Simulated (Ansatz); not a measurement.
Rh: changing the dispersion correction

The cell as given:

Space group Fm-3m (No. 225). a = 3.796 Å, b = 3.796 Å, c = 3.796 Å, α = 90.00°, β = 90.00°, γ = 90.00°
| atom | site | symmetry | x | y | z |
| --- | --- | --- | --- | --- | --- |
| Rh | 4a | m-3m | 0.0000 | 0.0000 | 0.0000 |

Kept alike: task relaxation of cell and atoms; functional PBEsol; k mesh 12 × 12 × 12; occupations fermi-dirac, width 0.05 eV; no spin polarisation. Program: Ansatz, Ansatz PAW, cutoff 420 eV. The mesh is that of the run's cell of 1 atom. No spin-orbit coupling.

| dispersion correction | volume (Å³/atom) |
| --- | --- |
| D3(BJ) | 13.165 |
| D3(BJ)-ATM | 13.254 |
| D4 | 13.263 |
| none | 13.495 |

The relaxations keep at least the cell's symmetry (Fm-3m). For a metal such a mesh leaves the last digits unconverged. Relaxations stop with a little pressure left, so the last digits of a volume or edge aren't settled. Ansatz's relaxations hold a Pulay term in the stress (up to 0.1 GPa here). All rows use potentials made for PBE.

What does the dispersion correction change here?

The volume runs from 13.165 (D3(BJ)) to 13.495 Å³/atom (none). Against no correction: D3(BJ) -2.4 %; D3(BJ)-ATM -1.8 %; D4 -1.7 %. Dispersion terms mostly attract and so lower the volume; the schemes' coefficients and damping set how far.
